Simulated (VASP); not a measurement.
TiO2:

```
Ti O
1.0
     4.59222    0.00000    0.00000
     0.00000    4.59222    0.00000
     0.00000    0.00000    2.94203
Ti O
2 4
Direct
  0.00000 0.00000 0.00000
  0.50000 0.50000 0.50000
  0.30430 0.30430 0.00000
  0.19570 0.80430 0.50000
  0.69570 0.69570 0.00000
  0.80430 0.19570 0.50000
```

Base run:

| Item | Value |
| --- | --- |
| Program | VASP 6.6.1 |
| Functional | r2SCAN |
| Potentials or basis | VASP PAW PBE potentials, release 64 (Ti_sv, O) |
| Cutoff | 520 eV |
| k mesh | 6 × 6 × 10 |
| Occupations | gaussian, width 0.02 eV |
| Spin | no spin polarisation |

Its results: band gap on the k mesh 2.24 eV, direct; pressure 2.8 GPa.

Q: The run is repeated on the same cell with these changes: functional from r2SCAN to PBEsol; occupations from gaussian, width 0.02 eV to gaussian, width 0.5 eV. What comes out?

A: Band gap on the k mesh 1.83 eV, direct; pressure 0.2 GPa.

Caveats: the PAW data sets were made with another functional, which shifts forces and pressure a little.

A k mesh can miss the band edges.
